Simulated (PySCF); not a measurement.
# Reproducing measurements on C6H7N

**Measured values to compare with.**

From NIST CCCBDB Release 22 (SRD 101), experimental polarizabilities, for the gas: mean polarisability 11.581 Å³.

The runs below try to reproduce these values; the comparison stands at the end.

Species: C6H7N.
Numbering: `[NH2:1][c:2]1[cH:3][cH:4][cH:5][cH:6][cH:7]1` (hydrogens: H8, H9 on N1; H10 on C3; H11 on C4; H12 on C5; H13 on C6; H14 on C7)

Geometry (GFN2-xTB, Å), atoms numbered from 1 in this order:
```
atom  x, y, z in Å
N1     2.277   -0.211    0.201
C2     0.908   -0.079    0.067
C3     0.262    1.081    0.494
C4    -1.114    1.181    0.427
C5    -1.871    0.131   -0.066
C6    -1.236   -1.023   -0.494
C7     0.139   -1.131   -0.431
H8     2.714   -0.915   -0.371
H9     2.801    0.645    0.281
H10    0.851    1.902    0.879
H11   -1.599    2.086    0.760
H12   -2.946    0.212   -0.118
H13   -1.818   -1.846   -0.884
H14    0.633   -2.033   -0.766
```

Runs made with PySCF (gas phase, on this GFN2-xTB geometry; no spin–orbit coupling):

```
              level                                                                job  basis functions  wall time
CAM-B3LYP/def2-SVPD  8 singlets by full TDDFT, 3 Tamm–Dancoff triplets, polarisability              196       28 s
```

Hardware: an Arm Neoverse V2 with one thread, on a shared host.

## Comparison

**Mean polarisability.** Measured: 11.581 Å³ (NIST CCCBDB Release 22 (SRD 101), experimental polarizabilities).

```csv
level,computed (Å³),computed − measured (Å³),% (from the printed values)
CAM-B3LYP/def2-SVPD,11.430,-0.151,-1
```

The computed values are static and purely electronic, with core orbitals frozen in the response (1 au = 0.148185 Å³). The table of measured values doesn't say here whether a value is static or optical, or holds a vibrational part.

The geometry is computed, not the measured one. Where a level misses, the cause wasn't examined.
